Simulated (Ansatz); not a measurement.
# PbS (Pm-3m) in Ansatz: band structure with HSEsol

Aim: the band structure of PbS with HSEsol.

Program: Ansatz 0.2.0. These are calculated values, not measurements. Logs are shortened: lines on timing, memory, paths and dates and some standing lists are left out, and cuts for length are marked.

### 1 The crystal as given

It takes space group Pm-3m (No. 221, cubic). The conventional cell has a = 3.654 Å, b = 3.654 Å, c = 3.654 Å, α = 90.00°, β = 90.00°, γ = 90.00°. Around Pb (site symmetry m-3m) lie 8 S at 3.16 Å. S (site symmetry m-3m) has 8 Pb at 3.16 Å as nearest neighbours.

Measurements of this composition are mostly on another form, of space group No. 225.

### 2 Band structure, HSEsol

The input, input.yaml:

```yaml
crystal:
  lattice:
    - [3.653659, 0.0, 0.0]
    - [0.0, 3.653659, 0.0]
    - [0.0, 0.0, 3.653659]
  atoms:
    - { symbol: Pb, position: [0.0, 0.0, 0.0] }
    - { symbol: S, position: [0.5, 0.5, 0.5] }
hamiltonian:
  xc:
    exchange: hjs_pbesol
    correlation: pbesol
    exx: { coeff: 0.25, omega: 0.207 }
  pseudopotentials: { kind: paw }
kpoints:
  mp_grid: { grid: [4, 4, 4] }
  band_path:
    path:
      - [[0.0, 0.0, 0.0], [0.0, 0.5, 0.0], [0.5, 0.5, 0.0], [0.0, 0.0, 0.0], [0.5, 0.5, 0.5], [0.0, 0.5, 0.0]]
      - [[0.5, 0.5, 0.0], [0.5, 0.5, 0.5]]
    npoints: 4
scf:
  occupations: { method: fermi_dirac, width: 0.05 }
  n_extra_bands: 6
output:
  forces: true
  stress: true
  eigenvalues: true
  fatbands: false
```

Potentials or basis: Ansatz PAW.

Launch:

```
$ ansatz run input.yaml --threads 2 --pin off --max-ram 5632MiB --backend cpu --events-out ev --progress --plain --runs-dir out
```

Log:

```text
Warning: output.stress: scf.convergence.dr2_threshold = 1e-7 eV (the SCF's general default) is looser than the 2e-10 eV advised for a printed stress (1e-10 eV for each atom of the cell: 2). What an SCF threshold leaves in a stress goes as its square root, and in the free energy as the threshold itself, and one threshold admits the most on a small cell: of the crystals measured, under no hybrid functional and no lock of the moments, on runs that ended without the residual-converged pass, on stresses that held no estimate of that error, the worst erred by over 100 MPa in a component at 1e-7 eV an atom and by under 5 at 1e-10. Set scf.convergence.dr2_threshold to 2e-10 eV or tighter. The threshold is an SCF's pass mark: one that does not reach it within its budget of iterations ends unconverged, or closes short of it on a stop that the run arms, and scf.convergence.dr2_threshold's page says what that costs each kind of run
Warning: output.stress: scf.exx.energy_threshold = 1e-6 eV is looser than the 2e-8 eV advised for a stress under a hybrid functional (1e-8 eV for each atom of the cell: 2). Every SCF of the exchange loop can meet its threshold on dr2 while the loop round them stops early: no threshold on dr2 bounds what that leaves in the stress. Set scf.exx.energy_threshold to 2e-8 eV or tighter. The threshold is the loop's pass mark: a loop that does not reach it within its budget of cycles ends unconverged, and scf.exx.energy_threshold's page has the law
Warning: RAYON_NUM_THREADS=2 ignored (pool sized by the plan → 2); use --threads N
scf.n_extra_bands = 6 over 10 filled bands (N_el = 20.0): the run solves 16 bands
Engine: ansatz 0.2.0, aarch64-unknown-linux-gnu
Pseudopotentials: kind: paw
Pseudopotential: Pb, paw, valence charge 14, recommended cutoff 420 eV (normal), Pb.paw.azcp
Pseudopotential: S, paw, valence charge 6, recommended cutoff 420 eV (normal), S.paw.azcp
Functional definition: unnamed
  parameter a_1 = 0.25
  parameter omega_1 = 0.207/angstrom
  exchange = pbe_x(mu = 0.12345679012345678) + (-a_1)*hjs_pbesol_x_sr(omega_1) + a_1*exact_x_sr(omega_1)
  correlation = pbe_c(beta = 0.046)
Crystal: 2 atoms, lattice volume = 48.774 Å³
Basis set: ecut = 420 eV, 949 PW (Γ), exchange–correlation on 50×50×50 points (8 copies of the dense FFT grid, shifted against one another)
Bands: 16, of which v1, the nominal top of the filled ones, is band 10 counted from 1 (9 counted from 0)
Symmetry: 48 space group operations
Space group: Pm-3m (ITA 221), of the structure as read, at distance tolerance 3.7e-5 Å
k-points: 10 of 64
Non-local potential: Pb, projectors of the file, l = 0: 2, l = 1: 2, l = 2: 2, l = 3: 2
Non-local potential: S, projectors of the file, l = 0: 2, l = 1: 2, l = 2: 2
PAW form: soft (Blöchl's): semilocal exchange-correlation on the pseudo side does not see the compensation charge
PAW frozen core: Pb, regenerated for the run's functional, and the local potential with it (the file was generated under x = pbe(κ = 0.804, μ = 0.2195149727645171), c = pbe(β = 0.06672455060314922))
PAW frozen core: S, regenerated for the run's functional, and the local potential with it (the file was generated under x = pbe(κ = 0.804, μ = 0.2195149727645171), c = pbe(β = 0.06672455060314922))
PAW one-centre angular grid: Pb, 590 points (default); XC on 64 Gauss nodes
PAW one-centre angular grid: S, 110 points (default); XC on 64 Gauss nodes
Initial density: superposition of atomic densities (neutral atoms: chi_scale 0, normalization atom), corrected by the library's trained network
Initial wavefunctions: pseudopotential atomic-orbital guess
Functional: x = pbesol(κ = 0.804, μ = 0.12345679012345678), c = pbesol(β = 0.046), warm-up for x = hjs_pbesol + 0.25 (exact − hjs_pbesol) at short range (ω = 0.207 Å⁻¹), c = pbesol(β = 0.046)
SCF iter   1: F=—  HF=-12640.385154 eV  |F-HF|=—  |Δ(HF+E_count)|=         —  Δρ=3.81e-3  dr2=1.27e-2  ethr=1.77e-3  ⟨swp⟩=11.1  Hψ=791  notcnv=0
preconditioner: auto → none  [insulator: Δε(μ)=0.120 eV  Ē_g=17.388 eV  σ=0.050 eV  W_gap=0.52  n_scr=6 (ndim 8)  ℏωp=23.8 eV  f_vac=0.000  D(μ)=0.92/eV (n_scr^D=6)]
SCF iter   2: F=—  HF=-12640.382181 eV  |F-HF|=—  |Δ(HF+E_count)|=   2.97e-3  Δρ=1.46e-3  dr2=1.71e-3  ethr=6.35e-5  ⟨swp⟩=4.2  Hψ=346  notcnv=0  defer=7
iter 3 solved again at ethr=8.59e-8 eV; its pass at ethr=8.56e-6 eV (dr2=1.72e-5 eV) is discarded
SCF iter   3: F=—  HF=-12640.381869 eV  |F-HF|=—  |Δ(HF+E_count)|=   3.12e-4  Δρ=2.49e-4  dr2=1.79e-5  ethr=8.59e-8  ⟨swp⟩=4.0  Hψ=675  notcnv=0
SCF iter   4: F=—  HF=-12640.381868 eV  |F-HF|=—  |Δ(HF+E_count)|=   1.67e-6  Δρ=9.02e-5  dr2=2.29e-6  ethr=8.59e-8  ⟨swp⟩=3.1  Hψ=301  notcnv=0
SCF iter   5: F=—  HF=-12640.381868 eV  |F-HF|=—  |Δ(HF+E_count)|=   5.01e-7  Δρ=2.26e-5  dr2=2.76e-7  ethr=1.14e-8  ⟨swp⟩=3.9  Hψ=314  notcnv=0
SCF iter   6: F=—  HF=-12640.381868 eV  |F-HF|=—  |Δ(HF+E_count)|=   8.71e-8  Δρ=5.57e-6  dr2=1.19e-8  ethr=1.38e-9  ⟨swp⟩=3.3  Hψ=294  notcnv=0
SCF iter   7: F=—  HF=-12640.381868 eV  |F-HF|=—  |Δ(HF+E_count)|=   2.53e-9  Δρ=1.88e-6  dr2=1.68e-9  ethr=5.97e-11  ⟨swp⟩=4.0  Hψ=357  notcnv=0
SCF iter   8: F=-12640.381868 eV  HF=-12640.381868 eV  |F-HF|=2.33e-10  |Δ(HF+E_count)|=  5.35e-10  Δρ=7.44e-7  dr2=2.66e-10  ethr=8.38e-12  ⟨swp⟩=2.4  Hψ=272  notcnv=0
SCF 1 converged in 8 iterations: F = -12640.381868 eV  dr2 = 2.66e-10
Initial density: handed on by an earlier stage of this run
Initial wavefunctions: those handed on with the density
Functional: x = hjs_pbesol + 0.25 (exact − hjs_pbesol) at short range (ω = 0.207 Å⁻¹), c = pbesol(β = 0.046)
Exchange kernel: α = 0.2500, screened, ω = 0.2070 Å⁻¹, Wigner–Seitz truncation, v(0) = 1032.1426 eV·Å³, q-mesh 4×4×4, nearest image of the exchange supercell L = 14.61 Å, pair-density grid 18×18×18, without the augmentation charges, whose exchange is taken in its separable form by FFT convolution over the k-point mesh (sized by the pseudopotential files, 25×25×25 at the most), smooth part of the exact exchange by density-matrix convolution
Frozen-core exchange: fock
iter 1 solved again at ethr=1.68e-4 eV; its pass at ethr=1.00e-1 eV (dr2=3.36e-2 eV) is discarded
SCF iter   1: F=—  HF=-12688.372384 eV  |F-HF|=—  |Δ(HF+E_count)|=         —  Δρ=6.99e-3  dr2=3.61e-2  ethr=1.68e-4  ⟨swp⟩=4.0  Hψ=747  notcnv=0
preconditioner: auto → none  [insulator: Δε(μ)=0.125 eV  Ē_g=19.421 eV  σ=0.050 eV  W_gap=0.56  n_scr=6 (ndim 8)  ℏωp=23.8 eV  f_vac=0.000  D(μ)=0.66/eV (n_scr^D=0)]
SCF iter   2: F=—  HF=-12688.366636 eV  |F-HF|=—  |Δ(HF+E_count)|=   5.75e-3  Δρ=3.22e-3  dr2=3.79e-3  ethr=1.67e-4  ⟨swp⟩=3.1  Hψ=365  notcnv=0
SCF iter   3: F=—  HF=-12688.366300 eV  |F-HF|=—  |Δ(HF+E_count)|=   3.36e-4  Δρ=1.18e-3  dr2=5.74e-4  ethr=1.74e-5  ⟨swp⟩=2.6  Hψ=285  notcnv=0
SCF iter   4: F=—  HF=-12688.366177 eV  |F-HF|=—  |Δ(HF+E_count)|=   1.22e-4  Δρ=3.74e-4  dr2=1.69e-4  ethr=2.82e-6  ⟨swp⟩=3.9  Hψ=330  notcnv=0
SCF iter   5: F=-12688.366119 eV  HF=-12688.366119 eV  |F-HF|=3.38e-7  |Δ(HF+E_count)|=   5.79e-5  Δρ=4.83e-5  dr2=7.21e-7  ethr=7.96e-7  ⟨swp⟩=3.0  Hψ=284  notcnv=0
SCF 2 stopped early in 5 iterations: F = -12688.366119 eV  dr2 = 7.21e-7
hybrid outer 1: dexx = +5.849e-3 eV, tail = 1.15e-5 eV
Exchange kernel: α = 0.2500, screened, ω = 0.2070 Å⁻¹, Wigner–Seitz truncation, v(0) = 1032.1426 eV·Å³, q-mesh 4×4×4, nearest image of the exchange supercell L = 14.61 Å, pair-density grid 18×18×18, without the augmentation charges, whose exchange is taken in its separable form by FFT convolution over the k-point mesh (sized by the pseudopotential files, 25×25×25 at the most), smooth part of the exact exchange by density-matrix convolution
Frozen-core exchange: fock
SCF iter   1: F=—  HF=-12688.365986 eV  |F-HF|=—  |Δ(HF+E_count)|=         —  Δρ=3.44e-5  dr2=6.11e-7  ethr=2.88e-7  ⟨swp⟩=5.4  Hψ=464  notcnv=0
preconditioner: auto → none  [insulator: Δε(μ)=0.207 eV  Ē_g=19.420 eV  σ=0.050 eV  W_gap=0.78  n_scr=6 (ndim 8)  ℏωp=23.8 eV  f_vac=0.000  D(μ)=0.39/eV (n_scr^D=0)]
SCF iter   2: F=—  HF=-12688.365986 eV  |F-HF|=—  |Δ(HF+E_count)|=   1.97e-7  Δρ=1.75e-5  dr2=8.62e-8  ethr=2.91e-9  ⟨swp⟩=4.1  Hψ=356  notcnv=0
SCF iter   3: F=-12688.365986 eV  HF=-12688.365986 eV  |F-HF|=4.87e-9  |Δ(HF+E_count)|=  5.80e-10  Δρ=5.37e-6  dr2=9.01e-9  ethr=4.23e-10  ⟨swp⟩=3.7  Hψ=323  notcnv=0  defer=3
SCF 3 converged in 3 iterations: F = -12688.365986 eV  dr2 = 9.01e-9
  Residual-converged pass: ⟨swp⟩=3.8  Hψ=364  notcnv=0  max |occ|·‖R‖ = 2.4e-6 eV (tolerance 2.4e-6 eV)  dr2=8.74e-9  dr2_onsite=1.74e-9  max |Δocc| = 8.7e-10
hybrid outer 2: dexx = +1.356e-7 eV, tail = 2.43e-8 eV, Δε = 2.90e-3 eV (about 1.61e-4 eV left of the loop's levels)
NSCF: frozen V_eff on 26 k-points
hybrid SCF converged: 2 outer / 8 inner (+8 warm-up), last move |dexx| = 1.36e-7 eV, tail = 2.43e-8 eV
Stability not checked: this state was not tested for a lower state beside it, because the functional holds exact exchange (a hybrid, or Hartree-Fock), whose exchange loop this test does not read (fock_operator; see scf.lower_state_search)
Free energy (F): -12688.365986 eV
Frozen-core exchange: fock
Harris-Foulkes:  -12688.365986 eV  (|F-HF|=4.87e-9)
Internal energy: -12688.362311 eV  (E = F + TS)
E sigma→0 (E₀):  -12688.364148 eV
Entropy (-TS):   -0.003676 eV (-1.838 meV/atom)
Fermi energy:    8.367163 eV
--- Per-component energies (eV) ---
  E_band       = -71.857272
  E_kinetic    = 391.228126
  E_local      = -1137.484003  (includes V_loc(G=0)·N_el)
  E_nonlocal   = 381.044109
  E_hartree    = 440.721473
  E_xc         = -251.789965
  E_vxc        = -175.826525  (∫ρ·V_xc dr)
  E_exx        = -42.311595  (= α·E_x^exact, valence–valence)
  E_paw        = -10907.479307  (= ΣΔE_a)
  E_vpaw       = -327.638030  (= ΣTr[D̂ρ^β])
  E_aug_tail   = 0.000046  (compensation charges beyond the density's cutoff)
  E_ewald      = -1562.626095
  E_core_change = 0.334899  (= ΣΔE_core)
  E_smearing   = -0.003676  (= −TS)
  E_closure    = 0.000001  (closes the sum)
  Σ components = -12688.365986   (vs F -12688.365986, Δ=3.64e-12)
--- Forces (eV/Å), atoms counted from 1 ---
  atom   1  Pb    -0.00000000     0.00000000    -0.00000000
  atom   2  S      0.00000000     0.00000000     0.00000000
  max |Σ_I F_I| component: 1.71e-30 eV/Å
--- Stress (GPa, compression-positive) ---
       -4.453116       0.000000       0.000000
        0.000000      -4.453116       0.000000
       -0.000000       0.000000      -4.453116
  P = ⅓ Tr σ = -4.4531 GPa (-44.531 kbar)
--- Band table (eV; the first three rows and the last of 10) ---
  k-point 0: bands = ["-10.1848", "-10.1848", "-9.9794", "-9.9794", "-9.9794", "-6.1142", "1.2979", "6.6045", "6.6045", "6.6045", "14.5798", "14.5798", "15.9348", "15.9348", "15.9348", "22.2414"]
  k-point 1: bands = ["-10.1797", "-10.1050", "-10.0104", "-10.0104", "-9.9764", "-5.5659", "0.0859", "6.9047", "7.1363", "7.1363", "12.3205", "14.4896", "14.4896", "15.0705", "18.1033", "20.5669"]
  k-point 2: bands = ["-10.1745", "-10.0411", "-10.0411", "-10.0262", "-9.9735", "-4.7209", "-1.3773", "7.8420", "7.8420", "8.4679", "9.2025", "13.0433", "13.0433", "15.9193", "18.4876", "22.2890"]
  k-point 9: bands = ["-10.1131", "-10.1131", "-10.1131", "-9.9147", "-9.9147", "-3.6154", "2.1595", "5.7334", "5.7334", "5.7334", "8.2609", "8.2609", "8.2609", "23.3816", "23.3816", "23.3816"]
```

It took 55 s on 2 threads of Arm Neoverse V1, shared host; peak memory 0.68 GiB.

Results:

| Property | Result |
| --- | --- |
| Free energy | -12688.3660 eV |
| Pressure | -4.5 GPa |
| Band gap on the k mesh | none (metal or under the smearing width) |

Levels at the corners of the path, in eV from the Fermi level:
| point | band 8 | band 9 | band 10 | band 11 | band 12 | band 13 |
| --- | --- | --- | --- | --- | --- | --- |
| Γ | -1.76 | -1.76 | -1.76 | 6.21 | 6.21 | 7.57 |
| X | -0.53 | -0.53 | 0.10 | 0.84 | 4.68 | 4.68 |
| M | -4.88 | -4.88 | -0.29 | 5.08 | 5.08 | 6.86 |
| Γ | -1.76 | -1.76 | -1.76 | 6.21 | 6.21 | 7.57 |
| R | -2.63 | -2.63 | -2.63 | -0.11 | -0.11 | -0.11 |
| X | -0.53 | -0.53 | 0.10 | 0.84 | 4.68 | 4.68 |
| M | -4.88 | -4.88 | -0.29 | 5.08 | 5.08 | 6.86 |
| R | -2.63 | -2.63 | -2.63 | -0.11 | -0.11 | -0.11 |

Caveat: the k mesh is coarse (spacing up to 0.43 Å⁻¹), so the values aren't converged, least of all with exact exchange; spin-orbit coupling is left out, which moves the levels of the heavy elements; the PAW data sets come from PBE, with cores solved anew for the run's functional, which leaves a small shift of forces and pressure; the thresholds are loose for stress.
